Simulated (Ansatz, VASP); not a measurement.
# GaN: VASP beside Ansatz

Aim: how closely do two programs agree when they are given the same cell, functional and k mesh? The cell is taken from a series of VASP runs on this material, whose earlier steps may have relaxed, scaled or displaced it; both programs get it as it stands.

Main program and level: Ansatz 0.2.0; plane waves, with VASP 6.6.1 beside it; relaxation of cell and atoms at LDA.

## (1) Starting point

Symmetry: P6_3mc, No. 186, hexagonal system. Conventional cell: a = 3.157 Å, b = 3.157 Å, c = 5.146 Å, α = 90.00°, β = 90.00°, γ = 120.00°. Ga has 4 N at 1.93 to 1.94 Å nearest. N has 4 Ga at 1.93 to 1.94 Å nearest. Farther neighbours and most contacts between anions are not listed.

Structure file:

```xyz
4
Lattice="3.1570 0.0000 0.0000 -1.5785 2.7340 0.0000 0.0000 0.0000 5.1463" Properties=species:S:1:pos:R:3 pbc="T T T"
Ga    0.0000    1.8227    0.0015
Ga    1.5785    0.9113    2.5746
N     0.0000    1.8227    1.9387
N     1.5785    0.9113    4.5118
```

## (2) VASP: relaxation of cell and atoms, LDA

The relaxed volume is the usual yardstick between codes: its relative difference is about their pressure difference at one cell divided by the bulk modulus.

Lines of VASP's logs that name or quote its potential files are left out, and so is its time.

INCAR

```
SYSTEM = GaN
PREC = Accurate
ENCUT = 600
EDIFF = 1E-07
NELM = 120
ISMEAR = 0
SIGMA = 0.02
LREAL = .FALSE.
ALGO = Normal
GGA = CA
NBANDS = 24
LORBIT = 11
LWAVE = .FALSE.
LCHARG = .FALSE.
KPAR = 16
IBRION = 2
NSW = 40
ISIF = 3
EDIFFG = -0.005
POTIM = 0.4
```

POSCAR

```
GaN
1.0
    3.1569878740      0.0000000000      0.0000000000
   -1.5784939370      2.7340316987      0.0000000000
    0.0000000000      0.0000000000      5.1462931497
Ga N
2 2
Direct
    0.3333333333      0.6666666667      0.0002840653
    0.6666666667      0.3333333333      0.5002840653
    0.3333333333      0.6666666667      0.3767159347
    0.6666666667      0.3333333333      0.8767159347
```

KPOINTS

```
Automatic mesh
0
Gamma
11 11 6
0 0 0
```

Potentials, in the order of the species: Ga_d and N (LDA family, release 64).

Launch:

```console
> mpirun -np 16 vasp_std
```

Numbers of over 12 decimals in the logs are rounded to 6 here.

The log of the run:

```text
[banner, memory and clock lines left out]
running   16 mpi-ranks, on    1 nodes
 distrk:  each k-point on    1 cores,   16 groups
 distr:  one band on    1 cores,    1 groups

 POSCAR found type information on POSCAR GaN
 POSCAR found :  2 types and       4 ions
|                                                                             |
|           W    W    AA    RRRRR   N    N  II  N    N   GGGG   !!!           |
|           W    W   A  A   R    R  NN   N  II  NN   N  G    G  !!!           |
|           W    W  A    A  R    R  N N  N  II  N N  N  G       !!!           |
|           W WW W  AAAAAA  RRRRR   N  N N  II  N  N N  G  GGG   !            |
|           WW  WW  A    A  R   R   N   NN  II  N   NN  G    G                |
|           W    W  A    A  R    R  N    N  II  N    N   GGGG   !!!           |
|                                                                             |
|     For optimal performance we recommend to set                             |
|       NCORE = 2 up to number-of-cores-per-socket                            |
|     NCORE specifies how many cores store one orbital (NPAR=cpu/NCORE).      |
|     This setting can greatly improve the performance of VASP for DFT.       |
|     The default, NCORE=1 might be grossly inefficient on modern             |
|     multi-core architectures or massively parallel machines. Do your        |
|     Unfortunately you need to use the default for GW and RPA                |
|     calculations (for HF NCORE is supported but not extensively tested      |
|     yet).                                                                   |
|                                                                             |

 LDA part: xc-table for (Slater(with rela. corr.)+CA(PZ))
 , standard interpolation
 POSCAR, INCAR and KPOINTS ok, starting setup
 FFT: planning ... GRIDC
 FFT: planning ... GRID_SOFT
 FFT: planning ... GRID
 WAVECAR not read
 entering main loop
       N       E                     dE             d eps       ncg     rms          rms(c)
DAV:   1     0.288841717390E+03    0.28884E+03   -0.19784E+04  3304   0.308E+03
DAV:   2     0.410890205876E+01   -0.28473E+03   -0.27190E+03  3328   0.555E+02
DAV:   3    -0.310434423540E+02   -0.35152E+02   -0.34797E+02  3760   0.150E+02
DAV:   4    -0.320413810488E+02   -0.99794E+00   -0.99632E+00  3664   0.283E+01
DAV:   5    -0.320618975045E+02   -0.20516E-01   -0.20509E-01  3688   0.373E+00    0.107E+01
DAV:   6    -0.279338285386E+02    0.41281E+01   -0.12806E+01  5344   0.551E+01    0.312E+00
DAV:   7    -0.279720429546E+02   -0.38214E-01   -0.13942E+00  3296   0.908E+00    0.257E+00
DAV:   8    -0.279341428813E+02    0.37900E-01   -0.28388E-01  5200   0.628E+00    0.111E+00
DAV:   9    -0.279108537509E+02    0.23289E-01   -0.86524E-02  5136   0.472E+00    0.322E-01
DAV:  10    -0.279116675293E+02   -0.81378E-03   -0.55810E-03  3448   0.618E-01    0.133E-01
DAV:  11    -0.279113946295E+02    0.27290E-03   -0.14480E-03  4872   0.695E-01    0.430E-02
DAV:  12    -0.279114112147E+02   -0.16585E-04   -0.15593E-04  3280   0.828E-02    0.553E-02
DAV:  13    -0.279114190404E+02   -0.78257E-05   -0.52133E-06  4656   0.158E-02    0.658E-02
DAV:  14    -0.279114069031E+02    0.12137E-04   -0.67764E-06  4032   0.399E-02    0.473E-02
DAV:  15    -0.279114026581E+02    0.42449E-05   -0.30117E-06  4824   0.146E-02    0.380E-02
DAV:  16    -0.279113986681E+02    0.39900E-05   -0.25286E-06  3768   0.154E-02    0.272E-02
DAV:  17    -0.279113951915E+02    0.34767E-05   -0.71413E-06  5096   0.255E-02    0.881E-03
DAV:  18    -0.279113948604E+02    0.33103E-06   -0.15177E-06  4936   0.113E-02    0.277E-03
DAV:  19    -0.279113948211E+02    0.39377E-07   -0.15607E-07  2080   0.355E-03
   1 F= -.27911395E+02 E0= -.27911395E+02  d E =-.279114E+02
 curvature:   0.00 expect dE= 0.000E+00 dE for cont linesearch  0.000E+00
 trial: gam= 0.00000 g(F)=  0.102E-06 g(S)=  0.174E-05 ort = 0.000E+00 (trialstep = 0.100E+01)
 search vector abs. value=  0.184E-05
 reached required accuracy - stopping structural energy minimisation
```

Parts of OUTCAR (step 2):

```text
ion  position               nearest neighbor table
   1  0.333  0.667  0.000-   4 1.93   4 1.93   4 1.93   3 1.94
   2  0.667  0.333  0.500-   3 1.93   3 1.93   3 1.93   4 1.94
   3  0.333  0.667  0.377-   2 1.93   2 1.93   2 1.93   1 1.94
   4  0.667  0.333  0.877-   1 1.93   1 1.93   1 1.93   2 1.94

  LATTYP: Found a hexagonal cell.
 ALAT       =     3.1569878740
 C/A-ratio  =     1.6301276264

 Subroutine GETGRP returns: Found 12 space group operations
 (whereof  6 operations were pure point group operations)

The static configuration has the point symmetry C_3v.
 The point group associated with its full space group is C_6v.

 Found     64 irreducible k-points:

   k-points           NKPTS =     64   k-points in BZ     NKDIM =     64   number of bands    NBANDS=     24

   dimension x,y,z NGX =    28 NGY =   28 NGZ =   42
   dimension x,y,z NGXF=    56 NGYF=   56 NGZF=   84

   ENCUT  =  600.0 eV  44.10 Ry    6.64 a.u.   6.31  6.31 10.28*2*pi/ulx,y,z

   NELECT =      36.0000    total number of electrons

 k-points in reciprocal lattice and weights: Automatic mesh
   0.00000000  0.00000000  0.00000000       0.001
   0.09090909 -0.00000000  0.00000000       0.008
   0.18181818 -0.00000000  0.00000000       0.008
   0.27272727  0.00000000  0.00000000       0.008
   0.36363636  0.00000000  0.00000000       0.008
   0.45454545  0.00000000  0.00000000       0.008
   0.09090909  0.09090909  0.00000000       0.008
   0.18181818  0.09090909  0.00000000       0.017
   0.27272727  0.09090909  0.00000000       0.017
[...]
0.27272727  0.27272727  0.50000000       0.008
   0.36363636  0.27272727  0.50000000       0.008

 average (electrostatic) potential at core
       1 -64.4097       2 -64.4097       3 -61.6695       4 -61.6695

 E-fermi :   5.5396

 k-point     1 :       0.0000    0.0000    0.0000
  band No.  band energies     occupation
    ...
     14       4.3071      2.00000
     15       4.3071      2.00000
     16       5.3333      2.00000
     17       5.3855      2.00000
     18       5.3855      2.00000
     19       7.4985      0.00000
     20       9.7357      0.00000
     21      14.5754      0.00000
     22      15.2589      0.00000
     23      15.2589      0.00000
    ...

 k-point     2 :       0.0909   -0.0000    0.0000
  band No.  band energies     occupation
    ...
     14       3.6856      2.00000
     15       4.1265      2.00000
     16       4.6880      2.00000
     17       5.2485      2.00000
     18       5.3080      2.00000
     19       8.1234      0.00000
     20      10.2473      0.00000
     21      14.3228      0.00000
     22      14.7019      0.00000
     23      15.4805      0.00000
    ...

 k-point     3 :       0.1818   -0.0000    0.0000
  band No.  band energies     occupation
    ...
     14       2.3277      2.00000
     15       3.4614      2.00000
     16       3.6907      2.00000
     17       4.9758      2.00000
     18       5.0865      2.00000
     19       9.1222      0.00000
     20      11.1326      0.00000
     21      13.3324      0.00000
     22      14.2061      0.00000
     23      15.7323      0.00000
    ...

  Total        0.0055255      0.0055255      0.0109295      0.0000000     -0.0000000     -0.0000000
  in kB        0.1993008      0.1993008      0.3942214      0.0000000     -0.0000000     -0.0000000
  external PRESSURE =       0.2642743 kB  Pullay stress =       0.0000000 kB

  energy-cutoff  :      600.00
  volume of cell :       44.42
      direct lattice vectors                 reciprocal lattice vectors
     3.156987874  0.000000000  0.000000000     0.316757631  0.182880103  0.000000000
    -1.578493937  2.734031699  0.000000000     0.000000000  0.365760207  0.000000000
     0.000000000  0.000000000  5.146293150     0.000000000  0.000000000  0.194314620

 POSITION                                       TOTAL-FORCE (eV/Angst)
 -----------------------------------------------------------------------------------
     -0.00000      1.82269      0.00146         0.000000     -0.000000      0.000814
      1.57849      0.91134      2.57461        -0.000000      0.000000      0.000814
     -0.00000      1.82269      1.93869        -0.000000     -0.000000     -0.000814
      1.57849      0.91134      4.51184        -0.000000      0.000000     -0.000814
 -----------------------------------------------------------------------------------
    total drift:                               -0.000000     -0.000000      0.000639

  FREE ENERGIE OF THE ION-ELECTRON SYSTEM (eV)
  ---------------------------------------------------
  free  energy   TOTEN  =       -27.9113948211 eV

  energy  without entropy=      -27.9113948211  energy(sigma->0) =      -27.91139482

 reached required accuracy - stopping structural energy minimisation

 total charge
# of ion       s       p       d       tot
------------------------------------------
    1        0.801   0.943  10.196  11.940
    2        0.801   0.943  10.196  11.940
    3        1.206   2.509   0.000   3.715
    4        1.206   2.509   0.000   3.715
--------------------------------------------------
tot          4.015   6.905  20.391  31.311

[... 3 further parts left out ...]
```

CONTCAR:

```
GaN
   1.00000000000000
     3.1569878739999999    0.0000000000000000    0.0000000000000000
    -1.5784939370000000    2.7340316987000000    0.0000000000000000
     0.0000000000000000    0.0000000000000000    5.1462931497000000
  Ga              N
     2     2
Direct
     0.3333333332999970    0.6666666667000030    0.0002840653000007
     0.6666666667000030    0.3333333332999970    0.5002840653000007
     0.3333333332999970    0.6666666667000030    0.3767159347000018
     0.6666666667000030    0.3333333332999970    0.8767159347000018
```

## (3) Ansatz: relaxation of cell and atoms, LDA

Ansatz runs on its default PAW (the set named soft_2) files.

The same cell, functional (in two slightly different forms), mesh and smearing now go to Ansatz, which takes its cutoff from its data sets.

input.yaml

```yaml
crystal:
  lattice:
    - [3.156987874, 0.0, 0.0]
    - [-1.578493937, 2.7340316987, 0.0]
    - [0.0, 0.0, 5.1462931497]
  atoms:
    - { symbol: Ga, position: [0.3333333333, 0.6666666667, 0.0002840653] }
    - { symbol: Ga, position: [0.6666666667, 0.3333333333, 0.5002840653] }
    - { symbol: "N", position: [0.3333333333, 0.6666666667, 0.3767159347] }
    - { symbol: "N", position: [0.6666666667, 0.3333333333, 0.8767159347] }
hamiltonian:
  xc: lda
  pseudopotentials: { kind: paw }
kpoints:
  mp_grid: { grid: [11, 11, 6] }
scf:
  occupations: { method: gaussian, width: 0.02 }
relax:
  f_tol: 0.01
  max_steps: 60
  cell: { stress_tol: 0.05 }
output:
  forces: true
  stress: true
```

Launch:

```console
> ansatz run input.yaml --threads 4 --pin off --max-ram 9216MiB --backend cpu --events-out ev --progress --plain --runs-dir out
```

The log of the run:

```text
Engine: ansatz 0.2.0, aarch64-unknown-linux-gnu
Pseudopotentials: kind: paw
Pseudopotential: Ga, paw, valence charge 13, recommended cutoff 420 eV (normal), Ga.paw.azcp
Pseudopotential: N, paw, valence charge 5, recommended cutoff 420 eV (normal), N.paw.azcp
Functional definition: SPW92
  exchange = slater_x
  correlation = pw_c
Crystal: 4 atoms, lattice volume = 44.419 Å³
Basis set: ecut = 420 eV, 869 PW (Γ)
Bands: 22, of which v1, the nominal top of the filled ones, is band 18 counted from 1 (17 counted from 0)
Symmetry: 12 space group operations
Space group: P63mc (ITA 186), of the structure as read, at distance tolerance 3.5e-5 Å
k-points: 64 of 726 (time reversal used)
Non-local potential: Ga, projectors of the file, l = 0: 2, l = 1: 2, l = 2: 3, l = 3: 1
Non-local potential: N, projectors of the file, l = 0: 2, l = 1: 2, l = 2: 1
PAW form: soft (Blöchl's): semilocal exchange-correlation on the pseudo side does not see the compensation charge
PAW frozen core: Ga, regenerated for the run's functional, and the local potential with it (the file was generated under x = pbe(κ = 0.804, μ = 0.219515), c = pbe(β = 0.066725))
PAW frozen core: N, regenerated for the run's functional, and the local potential with it (the file was generated under x = pbe(κ = 0.804, μ = 0.219515), c = pbe(β = 0.066725))
PAW one-centre angular grid: Ga, 590 points (default); XC on 64 Gauss nodes
PAW one-centre angular grid: N, 110 points (default); XC on 64 Gauss nodes
Initial density: superposition of atomic densities (neutral atoms: chi_scale 0, normalization atom), corrected by the library's trained network
Initial wavefunctions: pseudopotential atomic-orbital guess
Functional: x = slater, c = lda
SCF iter   1: F=—  HF=-8164.211457 eV  |F-HF|=—  |Δ(HF+E_count)|=         —  Δρ=1.35e-2  dr2=7.66e-2  ethr=1.77e-3  ⟨swp⟩=5.5  Hψ=5923  notcnv=0
preconditioner: auto → Resta (q_TF=auto, 2.634 Å⁻¹)  ε∞=5.0  [insulator: Δε(μ)=1.994 eV  Ē_g=16.680 eV  σ=0.020 eV  W_gap=1.00  n_scr=22 (ndim 8)  ℏωp=33.4 eV  f_vac=0.007  D(μ)=0.00/eV (n_scr^D=0)  ε∞_Penn≈5.0]
SCF iter   2: F=—  HF=-8164.189749 eV  |F-HF|=—  |Δ(HF+E_count)|=   2.17e-2  Δρ=3.62e-3  dr2=3.41e-3  ethr=2.13e-4  ⟨swp⟩=2.5  Hψ=2818  notcnv=0
SCF iter   3: F=—  HF=-8164.188809 eV  |F-HF|=—  |Δ(HF+E_count)|=   9.40e-4  Δρ=1.62e-3  dr2=5.47e-4  ethr=9.47e-6  ⟨swp⟩=1.2  Hψ=1437  notcnv=0
SCF iter   4: F=—  HF=-8164.188626 eV  |F-HF|=—  |Δ(HF+E_count)|=   1.84e-4  Δρ=1.47e-4  dr2=5.00e-6  ethr=1.52e-6  ⟨swp⟩=2.2  Hψ=2558  notcnv=0
SCF iter   5: F=—  HF=-8164.188624 eV  |F-HF|=—  |Δ(HF+E_count)|=   1.29e-6  Δρ=6.52e-5  dr2=1.39e-6  ethr=1.39e-8  ⟨swp⟩=2.0  Hψ=2552  notcnv=0
SCF iter   6: F=-8164.188624 eV  HF=-8164.188624 eV  |F-HF|=3.29e-10  |Δ(HF+E_count)|=   9.31e-7  Δρ=1.26e-5  dr2=7.51e-8  ethr=2.78e-10  ⟨swp⟩=3.0  Hψ=6378  notcnv=0
SCF 1 converged in 6 iterations: F = -8164.188624 eV  dr2 = 7.51e-8
  greatest PAW one-centre occupation: 0.996 electrons in one spin orbital (limit 2), on the Ga atom at site 0 (counted from 0), in its partial waves of l = 2
relax step   1: F+E_penalty+E_count = -8164.18862355 eV  Δ(F+E_penalty+E_count) = +0.000e0 eV  max|allowed force component| = 7.942e-4 eV/Å  Δτ_max = 0.0000 Å  P = -0.968 GPa  Ω = 44.419 Å³  (6 SCF iters, dr2 threshold 1.00e-7 eV, accepted)
[...]
relax step   2: F+E_penalty+E_count = -8164.18968045 eV  Δ(F+E_penalty+E_count) = -1.057e-3 eV  max|allowed force component| = 2.043e-4 eV/Å  Δτ_max = 0.0000 Å  P = -0.385 GPa  Ω = 44.293 Å³  energy of the carried Pulay correction = +5.238e-4 eV  (4 SCF iters, dr2 threshold 4.00e-7 eV, accepted)
[...]
relax step   3: F+E_penalty+E_count = -8164.19012488 eV  Δ(F+E_penalty+E_count) = -4.444e-4 eV  max|allowed force component| = 1.521e-4 eV/Å  Δτ_max = 0.0000 Å  P = +0.003 GPa  Ω = 44.210 Å³  energy of the carried Pulay correction = +8.689e-4 eV  (4 SCF iters, dr2 threshold 3.82e-7 eV, accepted)
[...]
relax step   4: F+E_penalty+E_count = -8164.18934314 eV  Δ(F+E_penalty+E_count) = +7.817e-4 eV  max|allowed force component| = 2.559e-4 eV/Å  Δτ_max = 0.0000 Å  P = -0.025 GPa  Ω = 44.210 Å³  stress off target by 2.72e-2 GPa  SCF on the basis re-selected at this cell (its energy is not comparable with the rows above)  (6 SCF iters)
basis re-selected at this cell: Δ(F+E_penalty+E_count) = +7.817e-4 eV, ΔP = -0.027 GPa vs the last step (what re-selecting the basis moved, of the pressure what is left beyond the Pulay correction that the steps carried, after the strain that the cell walked since its last selection, with what the two solves' SCF thresholds leave and, on support functions, any second-order correction that the steps lacked; it is no m [...]
SCF converged after 6 iterations
Free energy (F): -8164.189343 eV
Harris-Foulkes:  -8164.189343 eV  (|F-HF|=1.82e-12)
Internal energy: -8164.189343 eV  (E = F + TS)
E sigma→0 (E₀):  -8164.189343 eV
Fermi energy:    10.901746 eV
--- Per-component energies (eV) ---
  E_band       = -8.989155
  E_kinetic    = 496.105235
  E_local      = -3859.237477  (includes V_loc(G=0)·N_el)
  E_nonlocal   = 955.468649
  E_hartree    = 1774.990766
  E_xc         = -256.472300
  E_vxc        = -269.436687  (∫ρ·V_xc dr)
  E_paw        = -4070.213623  (= ΣΔE_a)
  E_vpaw       = -881.870358  (= ΣTr[D̂ρ^β])
  E_aug_tail   = 0.000033  (compensation charges beyond the density's cutoff)
  E_ewald      = -3208.447674
  E_core_change = 3.617048  (= ΣΔE_core)
  E_smearing   = -0.000000  (= −TS)
  E_closure    = -0.000000  (closes the sum)
  Σ components = -8164.189343   (vs F -8164.189343, Δ=0.00e0)
--- Forces (eV/Å), atoms counted from 1 ---
  atom   1  Ga    -0.00000000    -0.00000000     0.00025617
  atom   2  Ga     0.00000000     0.00000000     0.00025617
  atom   3  N     -0.00000000    -0.00000000    -0.00025554
  atom   4  N      0.00000000     0.00000000    -0.00025554
  max |Σ_I F_I| component: 1.26e-6 eV/Å
--- Stress (GPa, compression-positive) ---
       -0.023432      -0.000000      -0.000000
       -0.000000      -0.023432       0.000000
       -0.000000       0.000000      -0.027231
  P = ⅓ Tr σ = -0.0247 GPa (-0.247 kbar)
--- Relaxed structure (3 steps of the walk, 3 accepted, 1 SCFs on fresh bases) ---
  F+E_penalty+E_count = -8164.18934314 eV   max|allowed force component| = 2.559e-4 eV/Å   (the final SCF, on the basis selected at the relaxed cell)
  cell:  # Å, volume = 44.2104 Å³
    - [3.151902, 1.8822976822168644e-19, 0]
    - [-1.575951, 2.729627, 0]
    - [0, 0.0, 5.138644]
  atoms:
    - { symbol: Ga, position: [0.333333, 0.666667, 0.000295215] }
    - { symbol: Ga, position: [0.666667, 0.333333, 0.500295] }
    - { symbol: N, position: [0.333333, 0.666667, 0.376705] }
    - { symbol: N, position: [0.666667, 0.333333, 0.876705] }
```

Run time: 6.1 s. Hardware: 4 threads of Arm Neoverse V1, shared host; peak memory 0.4 GiB.

## (4) Differences

Known differences besides the potentials themselves: the two LDA forms differ slightly; both relaxations stop at a tolerance, which leaves soft axes loose, and VASP keeps its plane-wave basis; the cutoff is 420 eV in Ansatz and 600 eV in VASP; VASP's log shows a relativistic correction to its local exchange, Ansatz's none; Ansatz adds a Pulay correction to the stress that steers its cell, VASP none. Total energies have different zeros and are not compared.

The two programs side by side:

```csv
quantity,Ansatz,VASP,difference
volume (Å³),44.21,44.42,-0.47 %
"edge a after relaxation, in the typed setting (Å)",3.152,3.157,-0.16 %
"edge c after relaxation, in the typed setting (Å)",5.139,5.146,-0.15 %
```

The walks stopped with -0.02 GPa left in Ansatz and 0.03 GPa in VASP; each walk ends within a tolerance, so the volume difference is uncertain by about these residues over the bulk modulus, most in soft cells.

## (5) Summary of results

```yaml
difference_in_volume_relaxation_of_cell_and_atoms_lda: -0.47 %
```

What this shows: The difference in volume is -0.47 % (relaxation of cell and atoms, LDA), within the 1.2 % picked in this series as the mark of a large difference, as far as the stopping tolerances let one tell. How closely two codes agree says nothing of how well the functional describes the real material.

[Lines on the potential files, build, host, timing and source positions are cut from VASP's logs without a mark.]

[Logs are printed without paths, hosts, clocks, repeated set-up lines and the standing remarks that a program may print on its own settings, such as how far it seeks lower states.]

[Hosts, paths, dates, database ids (printed as entryN), source tags and the programs' standing remarks are cut or masked in the printed files.]
